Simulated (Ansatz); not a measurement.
# BN (P6_3/mmc) in Ansatz: notebook

Runs on BN. Level: PBEsol. Tasks: single point, equation of state.

Program: Ansatz 0.2.0. These are calculated values, not measurements. Logs are shortened: lines on timing, memory, paths and dates and some standing lists are left out, and cuts for length are marked.

## (1) Starting point

Symmetry: P6_3/mmc, No. 194, hexagonal system. Conventional cell: a = 2.498 Å, b = 2.498 Å, c = 6.636 Å, α = 90.00°, β = 90.00°, γ = 120.00°. N (site symmetry -6m2) has 3 B at 1.44 Å as nearest neighbours. Around B (site symmetry -6m2) lie 3 N at 1.44 Å.

## (2) Single point, PBEsol, 8.43 Å³/atom (volume scaled by 0.94)

File input.yaml:

```yaml
crystal:
  lattice:
    - [2.4472412002, 0.0, 0.0]
    - [-1.2236206001, 2.1193730486, 0.0]
    - [0.0, 0.0, 6.5002395416]
  atoms:
    - { symbol: "N", position: [0.6666666667, 0.3333333333, 0.25] }
    - { symbol: "N", position: [0.3333333333, 0.6666666667, 0.75] }
    - { symbol: B, position: [0.6666666667, 0.3333333333, 0.75] }
    - { symbol: B, position: [0.3333333333, 0.6666666667, 0.25] }
kpoints:
  mp_grid: { grid: [12, 12, 4] }
scf:
  occupations: { method: fermi_dirac, width: 0.05 }
hamiltonian:
  xc: pbesol
  pseudopotentials: { kind: all_electron, lapw: { basis_error: 0.002 } }
output:
  forces: true
  stress: true
  eigenvalues: true
```

Potentials or basis: all-electron LAPW, scalar-relativistic.

On the command line:

```
$ ansatz run input.yaml --threads 2 --pin off --max-ram 6144MiB --backend cpu --events-out ev --progress --plain --runs-dir out
```

The log of the run:

```text
Warning: RAYON_NUM_THREADS=2 ignored (pool sized by the plan → 2); use --threads N
LAPW: plane waves up to 11.471 Å⁻¹, error target 2.0e-3 eV per atom; small_component_spin mean_spin; B in spheres of 0.666 Å, 5 of its electrons in bands, Dirac shells []; N in spheres of 0.746 Å, 7 of its electrons in bands, Dirac shells [] (how accurate: hamiltonian.pseudopotentials.lapw.basis_error, Limitations)
Engine: ansatz 0.2.0, aarch64-unknown-linux-gnu
Pseudopotentials: kind: all_electron
Pseudopotential: N, LAPW, valence charge 7, lapw/all_electron/scalar/gaussian/N, Koelling and Harmon's equation, gaussian nucleus
Pseudopotential: B, LAPW, valence charge 5, lapw/all_electron/scalar/gaussian/B, Koelling and Harmon's equation, gaussian nucleus
Functional definition: PBEsol
  exchange = pbesol_x
  correlation = pbesol_c
Crystal: 4 atoms, lattice volume = 33.714 Å³
Basis set: ecut = 501.36372573402406 eV, 881 PW (Γ), exchange–correlation at level 2
Bands: 16, of which v1, the nominal top of the filled ones, is band 12 counted from 1 (11 counted from 0)
Symmetry: 24 space group operations
Space group: P63/mmc (ITA 194), of the structure as read, at distance tolerance 3.2e-5 Å
k-points: 57 of 576
Non-local potential: N, projectors of the file, none
Non-local potential: B, projectors of the file, none
Initial density: superposition of atomic densities (chi_scale 0.1, normalization cell, long waves kept (reshape's long-wave potential 0.00 eV rms))
Initial wavefunctions: plane waves of lowest kinetic energy (no species holds an atomic orbital)
Functional: x = pbesol(κ = 0.804, μ = 0.12345679012345678), c = pbesol(β = 0.046)
iter 1 solved again at ethr=3.78e-2 eV; its pass at ethr=1.00e-1 eV (dr2=9.08e0 eV) is discarded
SCF iter   1: F=—  HF=-4324.242339 eV  |F-HF|=—  |Δ(HF+E_count)|=         —  Δρ=1.67e-1  dr2=9.09e0  ethr=3.78e-2  ⟨swp⟩=2.0  Hψ=6529  notcnv=0
preconditioner: auto → none  [insulator: Δε(μ)=6.269 eV  Ē_g=17.908 eV  σ=0.050 eV  W_gap=1.00  n_scr=4 (ndim 8)  ℏωp=25.6 eV  f_vac=0.000  D(μ)=0.00/eV (n_scr^D=0)  ε∞_Penn≈3.0]
iter 2 solved again at ethr=2.86e-3 eV; its pass at ethr=3.78e-2 eV (dr2=6.86e-1 eV) is discarded
SCF iter   2: F=—  HF=-4320.610815 eV  |F-HF|=—  |Δ(HF+E_count)|=    3.63e0  Δρ=5.93e-2  dr2=6.88e-1  ethr=2.86e-3  ⟨swp⟩=2.1  Hψ=4932  notcnv=0  defer=1
SCF iter   3: F=—  HF=-4320.287478 eV  |F-HF|=—  |Δ(HF+E_count)|=   3.23e-1  Δρ=2.27e-2  dr2=1.14e-1  ethr=2.86e-3  ⟨swp⟩=3.0  Hψ=2543  notcnv=0
SCF iter   4: F=—  HF=-4320.256947 eV  |F-HF|=—  |Δ(HF+E_count)|=         —  Δρ=5.92e-3  dr2=6.66e-3  ethr=4.77e-4  ⟨swp⟩=3.0  Hψ=2614  notcnv=0
the basis was enlarged: its passes take 62.4 KiB over the memory plan, 2 of 2 planned eigensolver slots
SCF iter   5: F=—  HF=-4320.256213 eV  |F-HF|=—  |Δ(HF+E_count)|=   7.35e-4  Δρ=7.02e-4  dr2=7.92e-5  ethr=2.78e-5  ⟨swp⟩=3.0  Hψ=2613  notcnv=0
SCF iter   6: F=—  HF=-4320.256224 eV  |F-HF|=—  |Δ(HF+E_count)|=   1.07e-5  Δρ=4.89e-5  dr2=3.92e-7  ethr=3.30e-7  ⟨swp⟩=3.0  Hψ=2372  notcnv=0
SCF iter   7: F=-4320.256224 eV  HF=-4320.256224 eV  |F-HF|=3.00e-10  |Δ(HF+E_count)|=   2.29e-7  Δρ=1.99e-6  dr2=7.88e-10  ethr=1.63e-9  ⟨swp⟩=3.0  Hψ=2487  notcnv=0
SCF 1 converged in 7 iterations: F = -4320.256224 eV  dr2 = 7.88e-10
SCF converged after 7 iterations
Free energy (F): -4320.256224 eV
Harris-Foulkes:  -4320.256224 eV  (|F-HF|=3.00e-10)
Internal energy: -4320.256224 eV  (E = F + TS)
E sigma→0 (E₀):  -4320.256224 eV
Fermi energy:    7.671224 eV
--- Per-component energies (eV) ---
  E_band       = -2155.116280
  E_kinetic    = 4316.135923
  E_xc         = -583.187378
  E_electrostatic = -8053.204769  (all electrons and nuclei)
  E_smearing   = -0.000000  (= −TS)
  E_closure    = 0.000000  (closes the sum)
  E_atoms      = -4283.694674  (free atoms, spherical and without spin; not in F)
  Σ components = -4320.256224   (vs F -4320.256224, Δ=0.00e0)
  Basis errors (estimates in eV, not in F): energy 1.2e-3 per atom: plane waves 1.2e-3 (7.4e-4 summed), levels above the bands 9.4e-87, relativity 2.5e-8, radial functions 8.6e-5, core shells 0.0e0; eigenvalues (radial functions only) 1.9e-5; not estimated: angular momenta, meshes, grids; target (lapw.basis_error) 2.0e-3; muffin-tin radii B 0.666 Å, N 0.746 Å
--- Forces (eV/Å), atoms counted from 1 ---
  atom   1  N      0.00000000     0.00000000     0.00000000
  atom   2  N      0.00000000    -0.00000000     0.00000000
  atom   3  B      0.00000000     0.00000000     0.00000000
  atom   4  B      0.00000000    -0.00000000     0.00000000
  max |Σ_I F_I| component: 4.07e-16 eV/Å
--- Stress (GPa, compression-positive) ---
       28.237740      -0.000000       0.000000
        0.000000      28.237740       0.000000
        0.000000       0.000000       1.661362
  P = ⅓ Tr σ = 19.3789 GPa (193.789 kbar)
--- Band table (eV; the first three rows and the last of 57) ---
  k-point 0: bands = ["-367.0363", "-367.0363", "-164.6489", "-164.6488", "-12.6895", "-12.3409", "-1.2323", "1.1275", "4.2790", "4.2790", "4.3203", "4.3203", "10.6804", "16.1715", "17.5907", "17.5907"]
  k-point 1: bands = ["-367.0363", "-367.0363", "-164.6489", "-164.6488", "-12.6416", "-12.3954", "-0.9464", "0.6961", "4.2851", "4.2851", "4.3143", "4.3143", "11.4520", "15.2406", "17.6106", "17.6106"]
  k-point 2: bands = ["-367.0363", "-367.0363", "-164.6488", "-164.6488", "-12.5217", "-12.5217", "-0.1925", "-0.1925", "4.2997", "4.2997", "4.2997", "4.2997", "13.2815", "13.2815", "17.6595", "17.6595"]
  k-point 56: bands = ["-367.0363", "-367.0363", "-164.6486", "-164.6486", "-8.5372", "-8.5372", "-2.8357", "-2.8357", "-1.6971", "-1.6971", "5.5040", "5.5040", "10.2506", "10.2506", "17.4649", "17.4649"]
```

Run time: 8.5 s. Hardware: 2 threads of Arm Neoverse V1, shared host; peak memory 0.38 GiB.

Results:

```yaml
Free_energy: -4320.2562 eV
Pressure: 19.4 GPa
Band_gap_on_the_k_mesh: 4.24 eV, indirect (least direct gap 4.70 eV)
```

Caveat: this functional lacks dispersion, which binds the layers, so the pressure and a relaxed spacing across them are unreliable.

## (3) Single point, PBEsol, 8.61 Å³/atom (volume scaled by 0.96)

Edit input.yaml of step 2 so:

```diff
@@ -2,5 +2,5 @@
   lattice:
-    - [2.4472412002, 0.0, 0.0]
-    - [-1.2236206001, 2.1193730486, 0.0]
-    - [0.0, 0.0, 6.5002395416]
+    - [2.464475861, 0.0, 0.0]
+    - [-1.2322379305, 2.1342987027, 0.0]
+    - [0.0, 0.0, 6.5460173847]
   atoms:
```

Potentials or basis: all-electron LAPW, scalar-relativistic.

On the command line:

```
$ ansatz run input.yaml --threads 2 --pin off --max-ram 6144MiB --backend cpu --events-out ev --progress --plain --runs-dir out
```

Wall time 8.7 s (2 threads of Arm Neoverse V1, shared host); peak memory 0.38 GiB.

Results (log left out):

| Property | Result |
| --- | --- |
| Free energy | -4320.3287 eV |
| Pressure | 13.1 GPa |
| Band gap on the k mesh | 4.23 eV, indirect (least direct gap 4.67 eV) |

Caveat: this functional lacks dispersion, which binds the layers, so the pressure and a relaxed spacing across them are unreliable.

## (4) Single point, PBEsol, 8.79 Å³/atom (volume scaled by 0.98)

Edit input.yaml of step 3 so:

```diff
@@ -2,5 +2,5 @@
   lattice:
-    - [2.464475861, 0.0, 0.0]
-    - [-1.2322379305, 2.1342987027, 0.0]
-    - [0.0, 0.0, 6.5460173847]
+    - [2.4814727834, 0.0, 0.0]
+    - [-1.2407363917, 2.1490184693, 0.0]
+    - [0.0, 0.0, 6.5911637588]
   atoms:
```

On the command line:

```
$ ansatz run input.yaml --threads 2 --pin off --max-ram 6144MiB --backend cpu --events-out ev --progress --plain --runs-dir out
```

Run time: 8.5 s. Hardware: 2 threads of Arm Neoverse V1, shared host; peak memory 0.38 GiB.

Results (log left out):

```
Free energy            : -4320.3743 eV
Pressure               : 7.4 GPa
Band gap on the k mesh : 4.21 eV, indirect (least direct gap 4.65 eV)
```

Caveat: this functional lacks dispersion, which binds the layers, so the pressure and a relaxed spacing across them are unreliable.

## (5) Single point, PBEsol, 8.97 Å³/atom

Edit input.yaml of step 4 so:

```diff
@@ -2,5 +2,5 @@
   lattice:
-    - [2.4814727834, 0.0, 0.0]
-    - [-1.2407363917, 2.1490184693, 0.0]
-    - [0.0, 0.0, 6.5911637588]
+    - [2.49824, 0.0, 0.0]
+    - [-1.24912, 2.1635393048, 0.0]
+    - [0.0, 0.0, 6.6357]
   atoms:
```

On the command line:

```
$ ansatz run input.yaml --threads 2 --pin off --max-ram 6144MiB --backend cpu --events-out ev --progress --plain --runs-dir out
```

It took 8.5 s on 2 threads of Arm Neoverse V1, shared host; peak memory 0.38 GiB.

The run converged. Its results:

```
Free energy            : -4320.3954 eV
Pressure               : 2.1 GPa
Band gap on the k mesh : 4.18 eV, indirect (least direct gap 4.60 eV)
```

Caveat: this functional lacks dispersion, which binds the layers, so the pressure and a relaxed spacing across them are unreliable.

## (6) Single point, PBEsol, 9.15 Å³/atom (volume scaled by 1.02)

Edit input.yaml of step 5 so:

```diff
@@ -2,5 +2,5 @@
   lattice:
-    - [2.49824, 0.0, 0.0]
-    - [-1.24912, 2.1635393048, 0.0]
-    - [0.0, 0.0, 6.6357]
+    - [2.5147851179, 0.0, 0.0]
+    - [-1.257392559, 2.1778677972, 0.0]
+    - [0.0, 0.0, 6.6796463138]
   atoms:
```

Potentials or basis: all-electron LAPW, scalar-relativistic.

On the command line:

```
$ ansatz run input.yaml --threads 2 --pin off --max-ram 6144MiB --backend cpu --events-out ev --progress --plain --runs-dir out
```

It took 8.5 s on 2 threads of Arm Neoverse V1, shared host; peak memory 0.38 GiB.

It converged, with:

```yaml
Free_energy: -4320.3940 eV
Pressure: -2.6 GPa
Band_gap_on_the_k_mesh: 4.16 eV, indirect (least direct gap 4.55 eV)
```

Caveat: this functional lacks dispersion, which binds the layers, so the pressure and a relaxed spacing across them are unreliable.

## (7) Single point, PBEsol, 9.33 Å³/atom (volume scaled by 1.04)

Edit input.yaml of step 6 so:

```diff
@@ -2,5 +2,5 @@
   lattice:
-    - [2.5147851179, 0.0, 0.0]
-    - [-1.257392559, 2.1778677972, 0.0]
-    - [0.0, 0.0, 6.6796463138]
+    - [2.531115349, 0.0, 0.0]
+    - [-1.2655576745, 2.1920101922, 0.0]
+    - [0.0, 0.0, 6.7230218559]
   atoms:
```

On the command line:

```
$ ansatz run input.yaml --threads 2 --pin off --max-ram 6144MiB --backend cpu --events-out ev --progress --plain --runs-dir out
```

Wall time 8.4 s (2 threads of Arm Neoverse V1, shared host); peak memory 0.38 GiB.

Results (log left out):

```
Free energy            : -4320.3723 eV
Pressure               : -7.0 GPa
Band gap on the k mesh : 4.14 eV, indirect (least direct gap 4.51 eV)
```

Caveat: this functional lacks dispersion, which binds the layers, so the pressure and a relaxed spacing across them are unreliable.

## (8) Single point, PBEsol, 9.50 Å³/atom (volume scaled by 1.06)

Edit input.yaml of step 7 so:

```diff
@@ -2,5 +2,5 @@
   lattice:
-    - [2.531115349, 0.0, 0.0]
-    - [-1.2655576745, 2.1920101922, 0.0]
-    - [0.0, 0.0, 6.7230218559]
+    - [2.5472375375, 0.0, 0.0]
+    - [-1.2736187687, 2.205972417, 0.0]
+    - [0.0, 0.0, 6.7658448057]
   atoms:
```

On the command line:

```
$ ansatz run input.yaml --threads 2 --pin off --max-ram 6144MiB --backend cpu --events-out ev --progress --plain --runs-dir out
```

It took 8.4 s on 2 threads of Arm Neoverse V1, shared host; peak memory 0.38 GiB.

Results (log left out):

| Item | Value |
| --- | --- |
| Free energy | -4320.3318 eV |
| Pressure | -11.0 GPa |
| Band gap on the k mesh | 4.12 eV, indirect (least direct gap 4.46 eV) |

Caveat: this functional lacks dispersion, which binds the layers, so the pressure and a relaxed spacing across them are unreliable.

## (9) Equation of state, PBEsol

Potentials or basis: all-electron LAPW, scalar-relativistic.

No new run: the results of the series are fitted here.

Results:

| Quantity | Value |
| --- | --- |
| Equilibrium volume | 9.04 Å³/atom |
| Bulk modulus at fixed shape and positions | 242 GPa |
| Pressure derivative of the bulk modulus | 3.6 |

Energy against volume, from the lowest point:
```csv
volume (Å³/atom),energy (meV/atom)
8.429,34.78
8.608,16.67
8.787,5.27
8.967,0.00
9.146,0.33
9.325,5.77
9.505,15.89
```

Caveat: the cell was scaled at fixed shape and fractional positions, which overstates the stiffness of a crystal with free parameters, most of all of layers and chains; this functional lacks dispersion, which binds the layers, so the pressure and a relaxed spacing across them are unreliable.
